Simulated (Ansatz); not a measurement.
CO2: relaxation of cell and atoms with PBEsol

CO2:

```xyz
6
Lattice="-1.9747 1.9747 3.0141 1.9747 -1.9747 3.0141 1.9747 1.9747 -3.0141" Properties=species:S:1:pos:R:3 pbc="T T T"
O     1.3223    0.9874    3.7676
O     0.6525    0.9874    0.7535
O     2.9621    0.6525   -0.7535
O    -0.9874    1.3223    2.2605
C     0.0000    0.0000    0.0000
C     0.0000    1.9747    1.5070
```

The cell comes from a database or a generator and needn't be the stable form of this composition.

| Property | Result |
| --- | --- |
| Program | Ansatz 0.2.0 |
| Task | relaxation of cell and atoms |
| Functional | PBEsol |
| Potentials or basis | Ansatz PAW |
| Cutoff | 420 eV (not typed: the program's choice for these potentials) |
| k mesh | 9 × 9 × 9 |
| Occupations | fermi-dirac, width 0.05 eV |
| Spin | no spin polarisation |
| Target pressure | 5 GPa |
| Target pressure (GPa) | 5 |

The relaxed volume is 7.35 Å³/atom and the relaxed cell is a = 4.026 Å, b = 4.026 Å, c = 4.026 Å, α = 122.68°, β = 122.68°, γ = 85.41°. The space group after relaxing (to 0.05 Å) is I-42d (No. 122), the energy change on relaxing (the enthalpy is what falls) is -1.0 meV/atom and the ionic steps are 8. The pressure after relaxing is 5.0 GPa and the band gap on the k mesh is 7.69 eV, indirect (least direct gap 8.04 eV).

Step by step:
```
step  energy change (eV)  largest force (eV/Å)  volume (Å³)
   1              0.0000                0.2141        47.01
   2             -0.0340                0.1025        44.79
   3             -0.0253                0.0207        44.21
   4             -0.0264                0.0069        44.25
   5             -0.0268                0.0018        44.26
   6             -0.0105                0.0030        44.26
   7             -0.0070                0.0010        44.10
   8             -0.0057                0.0007        44.10
```

Final structure:
```
CELL_PARAMETERS angstrom
-1.93056 1.93056 2.95813
1.93056 -1.93056 2.95813
1.93056 1.93056 -2.95813
ATOMIC_POSITIONS crystal
O 0.87500 0.95209 0.57709
O 0.37500 0.29791 0.42291
O 0.04791 0.62500 0.92291
O 0.70209 0.12500 0.07709
C 0.00000 0.00000 0.00000
C 0.75000 0.25000 0.50000
```

Levels at points of the mesh, in eV from the valence-band top:
```tsv
k point	band 14	band 15	band 16	band 17	band 18	band 19
(0.00, 0.00, 0.00)	-0.81	-0.81	-0.35	7.69	9.72	9.72
```

It took 31 s on 2 threads of AMD EPYC 7R43 64-Core Processor (Zen 3), on a shared host, peak memory 0.43 GiB.

Caveat: odd divisions of the mesh miss points on the zone boundary, where band edges often lie, so the gap on the mesh can be too wide; the plane-wave basis is chosen anew once the cell has moved, so the energies of steps on either side of that aren't comparable; the pressure holds a Pulay correction of +1.3 GPa for the finite cutoff; the PAW data sets come from PBE, with cores solved anew for the run's functional, which leaves a small shift of forces and pressure. A k mesh can miss the band edges.
